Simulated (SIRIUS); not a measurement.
**Bi under changes of volume**

One of the cells (35.070 Å³/atom); the others are scaled copies at fixed shape and fractional positions:

```
Bi
1.0
     2.26750    1.30914    3.93800
    -2.26750    1.30914    3.93800
     0.00000   -2.61828    3.93800
Bi
2
Direct
  0.76600 0.76600 0.76600
  0.23400 0.23400 0.23400
```

* Program: SIRIUS 7.12.0
* Functional: PBEsol
* Potentials or basis: all-electron FP-LAPW
* Cutoff: 157 eV
* Basis: apw+lo standard
* k mesh: 7 × 7 × 7
* Occupations: fermi-dirac, width 0.05 eV
* Spin: no spin polarisation

| volume (Å³/atom) | energy over the lowest point (meV/atom) | gap on the mesh (eV) |
| --- | --- | --- |
| 32.965 | 17.02 | 0.29 |
| 33.667 | 6.09 | 0.28 |
| 34.368 | 0.66 | 0.27 |
| 35.070 | 0.00 | 0.26 |
| 35.771 | 3.44 | 0.25 |
| 36.472 | 10.84 | 0.24 |
| 37.174 | ? | ? |

What does the run at 37.174 Å³/atom give?

Energy over the lowest point 21.25 meV/atom; gap on the mesh 0.24 eV.

Worked out: A Birch-Murnaghan fit of order 3 (a polynomial in V^(-2/3)) to the other rows has its minimum at 34.83 Å³/atom with B0 = V·E''(V) = 50 GPa and B' = 4.9 at fixed shape and positions, which overstates the stiffness. It gives 21.50 meV/atom at 37.174 Å³/atom, against the run's 21.25. A straight line through the other rows of the gap, of slope -0.495 eV per unit of ln V, extrapolates to 0.23 eV, against the run's 0.24.

Energies are extrapolated to zero smearing.

Caveats: spin-orbit coupling is left out, which as a rule narrows the gap of such compounds by several tenths of an eV; an odd mesh through Γ misses points on the zone boundary, where band edges often lie.
